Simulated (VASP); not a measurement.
# Co (P-3m1) in VASP: further runs

Runs on Co. Level: LDA. Tasks: single point.

Program: VASP 6.6.1. These are calculated values, not measurements. Logs are shortened: lines on timing, memory, paths and dates and some standing lists are left out, and cuts for length are marked.

## 1. The structure

The structure is trigonal, space group P-3m1 (No. 164). The conventional cell has a = 2.487 Å, b = 2.487 Å, c = 4.063 Å, α = 90.00°, β = 90.00°, γ = 120.00°. Around Co (site symmetry 3m) lie 12 Co at 2.42 to 2.55 Å.

## 2. Single point, LDA, collinear spin, ferromagnetic start

Input file INCAR:

```
PREC = Normal
ENCUT = 460
EDIFF = 1E-6
ISMEAR = -1
SIGMA = 0.1
LREAL = False
LASPH = True
NELM = 100
ALGO = Normal
ISIF = 2
LWAVE = False
LCHARG = False
ISPIN = 2
MAGMOM = 2 2
LORBIT = 11
LMAXMIX = 4
GGA = CA
NBANDS = 20
ADDGRID = False
```

Input file KPOINTS:

```
Automatic mesh
0
Gamma
  11 11 6
```

Input file POSCAR:

```
Co
1.0
    2.4873648738      0.0000000000      0.0000000000
   -1.2436824369      2.1541211692      0.0000000000
    0.0000000000      0.0000000000      4.0632895034
Co
2
Direct
    0.3333333333      0.6666666667      0.7401390000
    0.6666666667      0.3333333333      0.2598610000
```

Potentials or basis: VASP PAW LDA potentials, release 64 (Co).

On the command line:

```
cat potpaw_LDA.64/Co/POTCAR > POTCAR
mpirun -np 1 vasp_std > vasp.out
```

OUTCAR:

```text
PREC = Normal
   ENCUT = 460
   EDIFF = 1E-6
   ISMEAR = -1
   LREAL = False
   LASPH = True
   NELM = 100
   ISIF = 2
   ISPIN = 2
   LORBIT = 11
   GGA = CA

 Found     84 irreducible k-points:

 Following reciprocal coordinates:
            Coordinates               Weight
  0.000000  0.000000  0.000000      1.000000
  0.090909 -0.000000  0.000000      6.000000
  0.181818 -0.000000  0.000000      6.000000
  0.272727 -0.000000  0.000000      6.000000
  0.363636 -0.000000  0.000000      6.000000
  0.454545 -0.000000  0.000000      6.000000
   k-points           NKPTS =     84   k-points in BZ     NKDIM =     84   number of bands    NBANDS=     20
   number of dos      NEDOS =    301   number of ions     NIONS =      2
   total plane-waves  NPLWV =   4704
   dimension x,y,z NGX =    14 NGY =   14 NGZ =   24
   dimension x,y,z NGXF=    28 NGYF=   28 NGZF=   48
   ions per type =               2
   NGX,Y,Z   is equivalent  to a cutoff of   9.36,  9.36,  9.82 a.u.
   NGXF,Y,Z  is equivalent  to a cutoff of  18.71, 18.71, 19.64 a.u.
 SYSTEM =  unknown system
   PREC   = normal    normal or accurate (medium, high low for compatibility)
   ISTART =      0    job   : 0-new  1-cont  2-samecut
   ICHARG =      2    charge: 1-file 2-atom 10-const
   ISPIN  =      2    spin polarized calculation?
   LNONCOLLINEAR =      F non collinear calculations
   LSORBIT =      F    spin-orbit coupling
   LASPH  =      T    aspherical Exc in radial PAW
   ENCUT  =  460.0 eV  33.81 Ry    5.81 a.u.   4.35  4.35  7.11*2*pi/ulx,y,z
   NELM   =    100;   NELMIN=  2; NELMDL= -5     # of ELM steps
   EDIFF  = 0.1E-05   stopping-criterion for ELM
   LREAL  =      F    real-space projection
   EDIFFG = 0.1E-04   stopping-criterion for IOM
   NSW    =      0    number of steps for IOM
   IBRION =     -1    ionic relax: 0-MD 1-quasi-New 2-CG
   NFREE  =      0    steps in history (QN), initial steepest desc. (CG)
   ISIF   =      2    stress and relaxation
   ISYM   =      2    0-nonsym 1-usesym 2-fastsym
   POTIM  = 0.5000    time-step for ionic-motion
   TEBEG  =    0.0;   TEEND  =   0.0 temperature during run
   PSTRESS=    0.0 pullay stress
   NELECT =      18.0000    total number of electrons
   NUPDOWN=      -1.0000    fix difference up-down
   EMIN   =  10.00;   EMAX   =-10.00  energy-range for DOS
   EFERMI =   0.00;   METHOD = LEGACY
   ISMEAR =    -1;   SIGMA  =   0.10  broadening in eV -4-tet -1-fermi 0-gaus
   EFERMI_NEDOS =   21; number of points for ismear=-14 and -15
   IALGO  =     38    algorithm
   IMIX   =      4    mixing-type and parameters
     AMIX     =   0.40;   BMIX     =  1.00
     AMIX_MAG =   1.60;   BMIX_MAG =  1.00
  volume/ion in A,a.u.               =      10.89        73.46
  Fermi-wavevector in a.u.,A,eV,Ry     =   1.536514  2.903591 32.121660  2.360875
  Thomas-Fermi vector in A             =   2.643152
   LORBIT       =     11    0 simple, 1 ext, 2 COOP (PROOUT), +10 PAW based schemes
   GGA     = CA    functional components
   LHFCALC =     F    Hartree Fock is set to
   AEXX    =    0.0000 exact exchange contribution
   IVDW    =     0    specifies the selected vdW correction
   LEPSILON=     F    determine dielectric tensor
   LRPA    =     F    only Hartree local field effects (RPA)
 spin polarized calculation
  energy-cutoff  :      460.00
  volume of cell :       21.77
 maximum number of plane-waves:       525
   NGX =  9   NGY =  9   NGZ = 15

 number of electron      17.9999999 magnetization       3.0748434

 Free energy of the ion-electron system (eV)
  ---------------------------------------------------
  ext. energy  EPLUGINS =         0.00000000
  ---------------------------------------------------
  free energy    TOTEN  =       -16.14912051 eV

  energy without entropy =      -16.08842140  energy(sigma->0) =      -16.11877095

 E-fermi :   9.8640     XC(G=0): -13.7139

 val. band max:        9.8456777933   @ k =   0.4545   0.0909   0.3333
 cond. band min:       9.8684370058   @ k =   0.2727  -0.0000   0.3333
 fundamental gap:      0.0227592125
 Fermi energy:         9.8639804165

 spin component 1

 k-point     1 :       0.0000    0.0000    0.0000
  band No.  band energies     occupation
      1       0.9749      1.00000
      2       4.8019      1.00000
      3       7.3598      1.00000
      4       7.4250      1.00000
      5       7.4250      1.00000
      6       7.7155      1.00000
[... 12 lines left out ...]
     19      35.8825      0.00000
     20      35.8825      0.00000
[... 93 lines left out ...]
 k-point     6 :       0.4545   -0.0000    0.0000
  band No.  band energies     occupation
      1       5.1059      1.00000
      2       5.2944      1.00000
      3       5.5633      1.00000
      4       7.3117      1.00000
      5       7.3920      1.00000
      6       7.4976      1.00000
[... 12 lines left out ...]
     19      32.4445      0.00000
     20      34.8303      0.00000

 [... further k-points ...]

 spin component 2

 k-point     1 :       0.0000    0.0000    0.0000
  band No.  band energies     occupation
      1       1.1450      1.00000
      2       5.6795      1.00000
      3       8.7478      0.99999
      4       8.8362      0.99997
      5       8.8362      0.99997
      6       9.1559      0.99916
[... 12 lines left out ...]
     19      36.2946      0.00000
     20      36.2946      0.00000
[... 93 lines left out ...]
 k-point     6 :       0.4545   -0.0000    0.0000
  band No.  band energies     occupation
      1       5.8912      1.00000
      2       6.3649      1.00000
      3       6.6537      1.00000
      4       8.1284      1.00000
      5       8.7287      0.99999
      6       8.8028      0.99998
[... 12 lines left out ...]
     19      32.6977      0.00000
     20      35.1848      0.00000

 [... further k-points ...]

------------------------ aborting loop because EDIFF is reached ----------------------------------------

  FORCE on cell =-STRESS in cart. coord.  units (eV):
  Direction    XX          YY          ZZ          XY          YZ          ZX
  --------------------------------------------------------------------------------------
  -------------------------------------------------------------------------------------
  Total       -2.4482558     -2.4482558     -2.7336302      0.0000000     -0.0000000      0.0000000
  in kB     -180.1689640   -180.1689640   -201.1698753      0.0000000     -0.0000000      0.0000000
  external PRESSURE =    -187.1692678 kB  Pullay stress =       0.0000000 kB

 VOLUME and BASIS-vectors are now :
 -----------------------------------------------------------------------------
  energy-cutoff  :      460.00
  volume of cell :       21.77
      direct lattice vectors                 reciprocal lattice vectors
     2.487364874  0.000000000  0.000000000     0.402031889  0.232113220  0.000000000
    -1.243682437  2.154121169  0.000000000     0.000000000  0.464226439  0.000000000
     0.000000000  0.000000000  4.063289503     0.000000000  0.000000000  0.246106018

 POSITION                                       TOTAL-FORCE (eV/Angst)
 -----------------------------------------------------------------------------------
     -0.00000      1.43608      3.00740         0.000000     -0.000000      0.426982
      1.24368      0.71804      1.05589        -0.000000      0.000000     -0.426982
 -----------------------------------------------------------------------------------
    total drift:                                0.000000      0.000000      0.000000

  FREE ENERGIE OF THE ION-ELECTRON SYSTEM (eV)
  ---------------------------------------------------
  free  energy   TOTEN  =       -16.1491205050 eV

  energy  without entropy=      -16.0884214003  energy(sigma->0) =      -16.11877095

 total charge

# of ion       s       p       d       tot
------------------------------------------
    1        0.488   0.514   7.281   8.283
    2        0.488   0.514   7.281   8.283
--------------------------------------------------
tot          0.976   1.028  14.562  16.566

 magnetization (x)

# of ion       s       p       d       tot
------------------------------------------
    1       -0.013  -0.040   1.596   1.542
    2       -0.013  -0.040   1.596   1.542
--------------------------------------------------
tot         -0.027  -0.080   3.191   3.084
```

stdout:

```text
POSCAR found type information on POSCAR Co
 POSCAR found :  1 types and       2 ions
 scaLAPACK will be used
 LDA part: xc-table for (Slater(with rela. corr.)+CA(PZ))
 , standard interpolation
 POSCAR, INCAR and KPOINTS ok, starting setup
 FFT: planning ... GRIDC
 FFT: planning ... GRID_SOFT
 FFT: planning ... GRID
 WAVECAR not read
 entering main loop
```

It took 17 s on 1 thread of Intel Xeon 6975P-C (Granite Rapids), shared host; peak memory 0.14 GiB.

These settings aren't checked as converged: the numbers below hold their error.

Results:

| Item | Value |
| --- | --- |
| Free energy | -16.1491 eV |
| Pressure | -18.7 GPa |
| Largest force | 0.427 eV/Å |
| Band gap on the k mesh | none (metal or under the smearing width) |
| Net moment | 3.07 μB per cell |
| Site moments | Co +1.54 μB |
| Valence electrons inside the program's atomic spheres | Co 8.28 |

## 3. Single point, LDA, collinear spin, ferromagnetic start

INCAR is that of step 2.

KPOINTS is that of step 2.

Input file POSCAR:

```
Co
1.0
    2.4873648738      0.0000000000      0.0000000000
   -1.2436824369      2.1541211692      0.0000000000
    0.0000000000      0.0000000000      4.0632895034
Co
2
Direct
    0.3275520000      0.6759820000      0.7288160000
    0.6891290000      0.3188900000      0.2643300000
```

Potentials or basis: VASP PAW LDA potentials, release 64 (Co).

On the command line:

```
cat potpaw_LDA.64/Co/POTCAR > POTCAR
mpirun -np 1 vasp_std > vasp.out
```

Wall time 59 s (1 thread of Intel Xeon 6975P-C (Granite Rapids), shared host); peak memory 0.26 GiB.

The run converged, but some of its settings lie outside the range that counts as converged, so its numbers aren't taken as properties of the crystal.

What came out:

```yaml
Free_energy: -16.0920 eV
Pressure: -16.5 GPa
Largest_force: 0.939 eV/Å
Band_gap_on_the_k_mesh: none (metal or under the smearing width)
Net_moment: 3.08 μB per cell
Site_moments: Co +1.54 μB
Valence_electrons_inside_the_program's_atomic_spheres: Co 8.30
```

(Part 1 of 2 ends here.)
